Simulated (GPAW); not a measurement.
Here is a GPAW 26.7.0 calculation.

File run.py:

```python
from ase import Atoms
from ase.dft.bandgap import bandgap
from ase.io import write
from ase.units import Bohr, GPa
from gpaw import GPAW, PW
from gpaw.elf import elf_from_dft_calculation

atoms = Atoms(['Te', 'Cd'],
              cell=[[0.0, 3.205, 3.205],
                    [3.205, 0.0, 3.205],
                    [3.205, 3.205, 0.0]],
              scaled_positions=[[0.75, 0.75, 0.75],
                                [0.0, 0.0, 0.0]],
              pbc=True)

calc = GPAW(mode=PW(600),
            xc='PBE',
            kpts={'size': (7, 7, 7), 'gamma': True},
            occupations={'name': 'methfessel-paxton', 'order': 0, 'width': 0.017},
            nbands=18,
            convergence={'density': 1e-05, 'energy': 1e-05},
            maxiter=150,
            txt='gpaw.txt')
atoms.calc = calc
energy = atoms.get_potential_energy()
forces = atoms.get_forces()
stress = atoms.get_stress()
calc.write('gs.gpw')
write('result.traj', atoms)
print(f'Energy: {energy:.6f} eV')
print('Forces (eV/A):')
print(forces.round(4))
print('Stress (GPa):', (stress / GPa).round(3))
print('Fermi level:', round(calc.get_fermi_level(), 4), 'eV')
print(f'Gap: {bandgap(calc)[0]:.4f} eV, direct: {bandgap(calc, direct=True)[0]:.4f} eV')

# fields on the real-space grid
write('density.cube', atoms, data=calc.get_pseudo_density() * Bohr**3)
write('potential.cube', atoms, data=calc.get_electrostatic_potential())
write('elf.cube', atoms, data=elf_from_dft_calculation(calc).data)
```

Potentials or basis: GPAW PAW data sets (gpaw-data 1.2.1), pw.

Run with:

```sh
$ OMP_NUM_THREADS=1 python run.py
```

Task: Estimate the pressure.

Result: 3.8 GPa.

Task: What does it give for the band gap on the k mesh?

Result: 0.87 eV, direct.

Caveat: spin-orbit coupling is left out, which moves the levels of the heavy elements.

**Measured values to compare with.**

From a printed reference work, data compilation, for a bulk crystal of CdTe at 0 K: band gap 1.607 eV.

Against the measured gap of CdTe, 1.607 eV (0 K; a printed reference work, data compilation), the calculated 0.87 eV is off by -0.74 eV. Spin-orbit coupling on Cd, Te is left out. The value is that of PBE, without temperature or zero-point motion. Semilocal functionals fall short of measured gaps as a rule.
